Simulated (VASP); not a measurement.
# TaN under changes of volume

One of the cells (10.688 Å³/atom); the others are scaled copies at fixed shape and fractional positions:

```xyz
2
Lattice="0.0000 2.2027 2.2027 2.2027 0.0000 2.2027 2.2027 2.2027 0.0000" Properties=species:S:1:pos:R:3 pbc="T T T"
Ta    2.2027    2.2027    2.2027
N     0.0000    0.0000    0.0000
```

The cell comes from a database or a generator and needn't be the stable form of this composition.

```yaml
Program: VASP 6.6.1
Functional: r2SCAN
Potentials_or_basis: VASP PAW PBE potentials, release 64 (Ta_pv, N)
Cutoff: 520 eV
k_mesh: 8 × 8 × 8
Occupations: fermi-dirac, width 0.05 eV
Spin: no spin polarisation
```

```csv
volume (Å³/atom),energy over the lowest point (meV/atom),pressure (GPa)
10.260,20.20,15.5
10.474,?,?
10.688,0.00,-0.1
10.902,4.44,-6.7
11.115,17.28,-12.6
```

Task: What does the run at 10.474 Å³/atom give?

Result: Energy over the lowest point 4.88 meV/atom; pressure 7.3 GPa.

Worked out: A Birch-Murnaghan fit of order 2 (a polynomial in V^(-2/3)) to the other rows has its minimum at 10.69 Å³/atom with B0 = V·E''(V) = 350 GPa. It gives 4.92 meV/atom at 10.474 Å³/atom, against the run's 4.88, and -dE/dV = 7.4 GPa, against 7.3.

Energies are extrapolated to zero smearing.

Caveats: the PAW data sets were made with another functional, which shifts forces and pressure a little.
